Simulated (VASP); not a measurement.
# C (Fd-3m) in VASP: a series of runs

One crystal, C, is run at these levels: PBE; tasks: band structure, Born charges and dielectric tensor.

All numbers are computed with VASP 6.6.1; they aren't measurements. Logs are shortened: lines on timing, memory, paths and dates and some standing lists are left out, and cuts for length are marked.

## 1. The crystal as given

The structure is cubic, space group Fd-3m (No. 227). The conventional cell has a = 3.573 Å, b = 3.573 Å, c = 3.573 Å, α = 90.00°, β = 90.00°, γ = 90.00°. Around C (site symmetry -43m) lie 4 C at 1.55 Å.

This isn't the form of C at room conditions, which is graphite.

## 2. Band structure, PBE

Input file INCAR:

```
ALGO = Fast ; EDIFF = 1E-7
ENCUT = 520 ; GGA = PE
ISIF = 2 ; ISMEAR = 0
LASPH = T ; LCHARG = F
LREAL = F ; LWAVE = F
NBANDS = 11 ; NELM = 80
PREC = Accurate ; SIGMA = 0.02
```

Input file KPOINTS:

```
k-points
0
Gamma
  20 20 20
```

Input file POSCAR:

```
C                                       
1.0
    0.0000000000      1.7867132742      1.7867132742
    1.7867132742      0.0000000000      1.7867132742
    1.7867132742      1.7867132742      0.0000000000
  C             
     2
Direct
     0.0000000000000000    0.0000000000000000    0.0000000000000000
     0.2500000000000000    0.2500000000000000    0.2500000000000000
```

Input file KPOINTS_OPT:

```
path GXWKGLUWLK,UX
10
line-mode
reciprocal
 0.0000000000  0.0000000000  0.0000000000  G
 0.5000000000  0.0000000000  0.5000000000  X

 0.5000000000  0.0000000000  0.5000000000  X
 0.5000000000  0.2500000000  0.7500000000  W

 0.5000000000  0.2500000000  0.7500000000  W
 0.3750000000  0.3750000000  0.7500000000  K

 0.3750000000  0.3750000000  0.7500000000  K
 0.0000000000  0.0000000000  0.0000000000  G

 0.0000000000  0.0000000000  0.0000000000  G
 0.5000000000  0.5000000000  0.5000000000  L

 0.5000000000  0.5000000000  0.5000000000  L
 0.6250000000  0.2500000000  0.6250000000  U

 0.6250000000  0.2500000000  0.6250000000  U
 0.5000000000  0.2500000000  0.7500000000  W

 0.5000000000  0.2500000000  0.7500000000  W
 0.5000000000  0.5000000000  0.5000000000  L

 0.5000000000  0.5000000000  0.5000000000  L
 0.3750000000  0.3750000000  0.7500000000  K

 0.6250000000  0.2500000000  0.6250000000  U
 0.5000000000  0.0000000000  0.5000000000  X
```

Potentials or basis: VASP PAW PBE potentials, release 64 (C).

Launch:

```
> cat potpaw_PBE.64/C/POTCAR > POTCAR
> mpirun -np 1 vasp_std > vasp.out
```

OUTCAR:

```text
EDIFF = 1E-7
   ENCUT = 520
   GGA = PE
   ISIF = 2
   ISMEAR = 0
   LASPH = T
   LREAL = F
   NELM = 80
   PREC = Accurate

 ion  position               nearest neighbor table
   1  0.000  0.000  0.000-   2 1.55   2 1.55   2 1.55   2 1.55
   2  0.250  0.250  0.250-   1 1.55   1 1.55   1 1.55   1 1.55

  LATTYP: Found a face centered cubic cell.
 ALAT       =     3.5734265484

  Lattice vectors:

 A1 = (   0.0000000000,   1.7867132742,   1.7867132742)
 A2 = (   1.7867132742,   0.0000000000,   1.7867132742)
 A3 = (   1.7867132742,   1.7867132742,   0.0000000000)

Analysis of symmetry for initial positions (statically):
=====================================================================
 Subroutine PRICEL returns:
 Original cell was already a primitive cell.

 Routine SETGRP: Setting up the symmetry group for a
 face centered cubic supercell.

 Subroutine GETGRP returns: Found 48 space group operations
 (whereof 24 operations were pure point group operations)
 out of a pool of 48 trial point group operations.

The static configuration has the point symmetry T_d .
 The point group associated with its full space group is O_h .

Analysis of symmetry for dynamics (positions and initial velocities):
=====================================================================
 Subroutine PRICEL returns:
 Original cell was already a primitive cell.

 Routine SETGRP: Setting up the symmetry group for a
 face centered cubic supercell.

 Subroutine GETGRP returns: Found 48 space group operations
 (whereof 24 operations were pure point group operations)
 out of a pool of 48 trial point group operations.

The dynamic configuration has the point symmetry T_d .
 The point group associated with its full space group is O_h .

 Subroutine INISYM returns: Found 48 space group operations
 (whereof 24 operations are pure point group operations),
 and found     1 'primitive' translations

----------------------------------------------------------------------------------------

                                     Primitive cell

  volume of cell :      11.4076

  direct lattice vectors                    reciprocal lattice vectors
     0.000000000  1.786713274  1.786713274    -0.279843446  0.279843446  0.279843446
     1.786713274  0.000000000  1.786713274     0.279843446 -0.279843446  0.279843446
     1.786713274  1.786713274  0.000000000     0.279843446  0.279843446 -0.279843446

  length of vectors
     2.526794144  2.526794144  2.526794144     0.484703067  0.484703067  0.484703067

  position of ions in fractional coordinates (direct lattice)
     0.000000000  0.000000000  0.000000000
     0.250000000  0.250000000  0.250000000

  ion indices of the primitive-cell ions
   primitive index   ion index
                 1           1
                 2           2

----------------------------------------------------------------------------------------

 KPOINTS: k-points

Automatic generation of k-mesh.
 Grid dimensions read from file:
 generate k-points for:   20   20   20

 Generating k-lattice:

  Cartesian coordinates                     Fractional coordinates (reciprocal lattice)
    -0.013992172  0.013992172  0.013992172     0.050000000  0.000000000  0.000000000
     0.013992172 -0.013992172  0.013992172     0.000000000  0.050000000  0.000000000
     0.013992172  0.013992172 -0.013992172     0.000000000  0.000000000  0.050000000

  Length of vectors
     0.024235153  0.024235153  0.024235153

  Shift w.r.t. Gamma in fractional coordinates (k-lattice)
     0.000000000  0.000000000  0.000000000

 Subroutine IBZKPT returns following result:
 ===========================================

 Found    256 irreducible k-points:

 Following reciprocal coordinates:
            Coordinates               Weight
  0.000000  0.000000  0.000000      1.000000
  0.050000  0.000000  0.000000      8.000000
  0.100000  0.000000  0.000000      8.000000
  0.150000  0.000000  0.000000      8.000000
  0.200000  0.000000  0.000000      8.000000
  0.250000  0.000000  0.000000      8.000000
[... 16 lines left out ...]
 -0.400000  0.050000  0.000000     24.000000
 -0.350000  0.050000  0.000000     24.000000
 [... further k-points ...]
   k-points           NKPTS =    256   k-points in BZ     NKDIM =    256   number of bands    NBANDS=     11
   number of dos      NEDOS =    301   number of ions     NIONS =      2
   total plane-waves  NPLWV =   8000
   dimension x,y,z NGX =    20 NGY =   20 NGZ =   20
   dimension x,y,z NGXF=    40 NGYF=   40 NGZF=   40
   ions per type =               2
   NGX,Y,Z   is equivalent  to a cutoff of  13.16, 13.16, 13.16 a.u.
   NGXF,Y,Z  is equivalent  to a cutoff of  26.32, 26.32, 26.32 a.u.
 SYSTEM =  unknown system
   PREC   = accura    normal or accurate (medium, high low for compatibility)
   ISTART =      0    job   : 0-new  1-cont  2-samecut
   ICHARG =      2    charge: 1-file 2-atom 10-const
   ISPIN  =      1    spin polarized calculation?
   LNONCOLLINEAR =      F non collinear calculations
   LSORBIT =      F    spin-orbit coupling
   LASPH  =      T    aspherical Exc in radial PAW
   ENCUT  =  520.0 eV  38.22 Ry    6.18 a.u.   4.70  4.70  4.70*2*pi/ulx,y,z
   NELM   =     80;   NELMIN=  2; NELMDL= -5     # of ELM steps
   EDIFF  = 0.1E-06   stopping-criterion for ELM
   LREAL  =      F    real-space projection
   EDIFFG = 0.1E-05   stopping-criterion for IOM
   NSW    =      0    number of steps for IOM
   IBRION =     -1    ionic relax: 0-MD 1-quasi-New 2-CG
   NFREE  =      0    steps in history (QN), initial steepest desc. (CG)
   ISIF   =      2    stress and relaxation
   ISYM   =      2    0-nonsym 1-usesym 2-fastsym
   POTIM  = 0.5000    time-step for ionic-motion
   TEBEG  =    0.0;   TEEND  =   0.0 temperature during run
   PSTRESS=    0.0 pullay stress
   NELECT =       8.0000    total number of electrons
   NUPDOWN=      -1.0000    fix difference up-down
   EMIN   =  10.00;   EMAX   =-10.00  energy-range for DOS
   EFERMI =   0.00;   METHOD = LEGACY
   ISMEAR =     0;   SIGMA  =   0.02  broadening in eV -4-tet -1-fermi 0-gaus
   EFERMI_NEDOS =   21; number of points for ismear=-14 and -15
   IALGO  =     68    algorithm
   IMIX   =      4    mixing-type and parameters
     AMIX     =   0.40;   BMIX     =  1.00
     AMIX_MAG =   1.60;   BMIX_MAG =  1.00
  volume/ion in A,a.u.               =       5.70        38.49
  Fermi-wavevector in a.u.,A,eV,Ry     =   1.454476  2.748562 28.783140  2.115501
  Thomas-Fermi vector in A             =   2.571622
   LORBIT       =      0    0 simple, 1 ext, 2 COOP (PROOUT), +10 PAW based schemes
   GGA     = PE    functional components
   LHFCALC =     F    Hartree Fock is set to
   AEXX    =    0.0000 exact exchange contribution
   IVDW    =     0    specifies the selected vdW correction
   LEPSILON=     F    determine dielectric tensor
   LRPA    =     F    only Hartree local field effects (RPA)
 non-spin polarized calculation
 RMM-DIIS sequential band-by-band and
 Gauss-broadening in eV      SIGMA  =   0.02
  energy-cutoff  :      520.00
  volume of cell :       11.41
 maximum number of plane-waves:       331
   NGX =  9   NGY =  9   NGZ =  9

 number of electron       7.9999999 magnetization

 Free energy of the ion-electron system (eV)
  ---------------------------------------------------
  ext. energy  EPLUGINS =         0.00000000
  ---------------------------------------------------
  free energy    TOTEN  =       -18.18583782 eV

  energy without entropy =      -18.18583782  energy(sigma->0) =      -18.18583782

 E-fermi :   9.8745     XC(G=0): -13.2228

 val. band max:        9.6487253708   @ k =   0.0000   0.0000   0.0000
 cond. band min:      13.7695743661   @ k =   0.3500   0.3500   0.0000
 fundamental gap:      4.1208489954
 Fermi energy:         9.8745070750

 k-point     1 :       0.0000    0.0000    0.0000
  band No.  band energies     occupation
      1     -11.7531      2.00000
      2       9.6487      2.00000
      3       9.6487      2.00000
      4       9.6487      2.00000
      5      15.2233      0.00000
      6      15.2233      0.00000
      7      15.2233      0.00000
      8      22.8523      0.00000
      9      28.8712      0.00000
     10      36.1217      0.00000
     11      36.1222      0.00000

 k-point     2 :       0.0500    0.0000    0.0000
  band No.  band energies     occupation
      1     -11.6840      2.00000
      2       9.1667      2.00000
      3       9.5260      2.00000
      4       9.5260      2.00000
      5      15.3837      0.00000
      6      15.3837      0.00000
      7      15.5193      0.00000
      8      22.9134      0.00000
      9      28.9920      0.00000
     10      34.9057      0.00000
     11      34.9057      0.00000

 k-point     3 :       0.1000    0.0000    0.0000
  band No.  band energies     occupation
      1     -11.4772      2.00000
      2       7.9806      2.00000
      3       9.2052      2.00000
      4       9.2052      2.00000
      5      15.8061      0.00000
      6      15.8061      0.00000
      7      16.1582      0.00000
      8      23.0955      0.00000
      9      29.3158      0.00000
     10      33.6072      0.00000
     11      33.6072      0.00000
[... 267 lines left out ...]
 k-point    23 :      -0.4000    0.0500    0.0000
  band No.  band energies     occupation
      1      -7.1225      2.00000
      2      -2.1250      2.00000
      3       6.5509      2.00000
      4       7.0377      2.00000
      5      18.0820      0.00000
      6      18.1510      0.00000
      7      18.5809      0.00000
      8      25.1446      0.00000
      9      30.8872      0.00000
     10      33.6265      0.00000
     11      34.0677      0.00000

 k-point    24 :      -0.3500    0.0500    0.0000
  band No.  band energies     occupation
      1      -8.0864      2.00000
      2      -0.6797      2.00000
      3       6.6536      2.00000
      4       7.3128      2.00000
      5      17.9064      0.00000
      6      18.2028      0.00000
      7      18.4689      0.00000
      8      24.8870      0.00000
      9      30.6484      0.00000
     10      32.4616      0.00000
     11      33.9402      0.00000

 [... further k-points ...]

------------------------ aborting loop because EDIFF is reached ----------------------------------------

  FORCE on cell =-STRESS in cart. coord.  units (eV):
  Direction    XX          YY          ZZ          XY          YZ          ZX
  --------------------------------------------------------------------------------------
  -------------------------------------------------------------------------------------
  Total       -0.0000546     -0.0000546     -0.0000546     -0.0000000      0.0000000     -0.0000000
  in kB       -0.0076753     -0.0076753     -0.0076753     -0.0000000      0.0000000     -0.0000000
  external PRESSURE =      -0.0076753 kB  Pullay stress =       0.0000000 kB

 VOLUME and BASIS-vectors are now :
 -----------------------------------------------------------------------------
  energy-cutoff  :      520.00
  volume of cell :       11.41
      direct lattice vectors                 reciprocal lattice vectors
     0.000000000  1.786713274  1.786713274    -0.279843446  0.279843446  0.279843446
     1.786713274  0.000000000  1.786713274     0.279843446 -0.279843446  0.279843446
     1.786713274  1.786713274  0.000000000     0.279843446  0.279843446 -0.279843446

 POSITION                                       TOTAL-FORCE (eV/Angst)
 -----------------------------------------------------------------------------------
      0.00000      0.00000      0.00000        -0.000000     -0.000000     -0.000000
      0.89336      0.89336      0.89336         0.000000      0.000000      0.000000
 -----------------------------------------------------------------------------------
    total drift:                                0.000000      0.000000      0.000000

  FREE ENERGIE OF THE ION-ELECTRON SYSTEM (eV)
  ---------------------------------------------------
  free  energy   TOTEN  =       -18.1858378189 eV

  energy  without entropy=      -18.1858378189  energy(sigma->0) =      -18.18583782
```

Wall time 22 s (1 thread of Intel Xeon Platinum 8488C (Sapphire Rapids), shared host); peak memory 0.15 GiB.

What came out:

```yaml
Free_energy: -18.1858 eV
Pressure: 0.0 GPa
Band_gap_on_the_k_mesh: 4.12 eV, indirect (least direct gap 5.57 eV)
Band_gap_along_the_path: 4.14 eV, indirect (least direct gap 5.57 eV)
```

Levels at the corners of the path, in eV from the valence-band top:
```
point  band 1  band 2  band 3  band 4  band 5  band 6  band 7  band 8  band 9
    Γ  -21.40    0.00    0.00    0.00    5.57    5.57    5.57   13.20   19.22
    X  -12.72  -12.72   -6.26   -6.26    4.75    4.75   16.72   16.72   23.13
    X  -12.72  -12.72   -6.26   -6.26    4.75    4.75   16.72   16.72   23.13
    W  -11.94  -11.94   -8.27   -8.27   10.60   10.60   12.25   12.25   21.24
    W  -11.94  -11.94   -8.27   -8.27   10.60   10.60   12.25   12.25   21.24
    K  -12.94  -11.69   -9.26   -5.33    5.66   10.70   14.30   15.54   18.62
    K  -12.94  -11.69   -9.26   -5.33    5.66   10.70   14.30   15.54   18.62
    Γ  -21.40    0.00    0.00    0.00    5.57    5.57    5.57   13.20   19.22
    Γ  -21.40    0.00    0.00    0.00    5.57    5.57    5.57   13.20   19.22
    L  -15.66  -13.31   -2.79   -2.79    8.44    8.44    8.77   15.65   21.82
    L  -15.66  -13.31   -2.79   -2.79    8.44    8.44    8.77   15.65   21.82
    U  -12.94  -11.69   -9.26   -5.33    5.66   10.70   14.30   15.54   18.62
    U  -12.94  -11.69   -9.26   -5.33    5.66   10.70   14.30   15.54   18.62
    W  -11.94  -11.94   -8.27   -8.27   10.60   10.60   12.25   12.25   21.24
    W  -11.94  -11.94   -8.27   -8.27   10.60   10.60   12.25   12.25   21.24
    L  -15.66  -13.31   -2.79   -2.79    8.44    8.44    8.77   15.65   21.82
    L  -15.66  -13.31   -2.79   -2.79    8.44    8.44    8.77   15.65   21.82
    K  -12.94  -11.69   -9.26   -5.33    5.66   10.70   14.30   15.54   18.62
    U  -12.94  -11.69   -9.26   -5.33    5.66   10.70   14.30   15.54   18.62
    X  -12.72  -12.72   -6.26   -6.26    4.75    4.75   16.72   16.72   23.13
```

A hybrid or GW would open this gap; PBE tends to underestimate it.

(Continued in part 2 of 2.)
